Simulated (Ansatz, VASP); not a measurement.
## WSe2: VASP beside Ansatz

```
W Se
1.0
     3.27952    0.00000    0.00000
    -1.63976    2.84015    0.00000
     0.00000    0.00000   12.79064
W Se
2 4
Direct
  0.33333 0.66667 0.25000
  0.66667 0.33333 0.75000
  0.33333 0.66667 0.61828
  0.66667 0.33333 0.11828
  0.33333 0.66667 0.88172
  0.66667 0.33333 0.38172
```

Alike in both runs: functional PBE; dispersion D3(BJ); k mesh 9 × 9 × 2; occupations gaussian, width 0.1 eV; no spin polarisation.

Ansatz relaxed the structure, and its values are those at the end. VASP's run is a single point on that final structure, the one shown.

|  | VASP | Ansatz |
| --- | --- | --- |
| version | VASP 6.6.1 | Ansatz 0.2.0 |
| potentials or method | VASP PAW PBE potentials, release 64 (W_sv, Se) | scalar-relativistic, plane waves, PAW |
| plane-wave cutoff (eV) | 520 | 420 |
| valence electrons in the cell | 52 | 92 |

VASP gave:

* gap on the k mesh at the Fermi level (eV): 0.99
* least direct gap on the mesh (eV): 1.56
* pressure (GPa): 0.2
* rms of the force components (eV/Å): 0.017

Problem. What did Ansatz give for the same quantities?

Solution. gap on the k mesh at the Fermi level (eV): 1.00; least direct gap on the mesh (eV): 1.57; pressure (GPa): -0.1; rms of the force components (eV/Å): 0.006.

The two sets of potentials don't hold the same shells in valence.

Caveats: spin-orbit coupling is left out, which moves the levels of the heavy elements; an odd mesh through Γ misses points on the zone boundary, where band edges often lie. As with any semilocal functional, this PBE gap is likely too small.
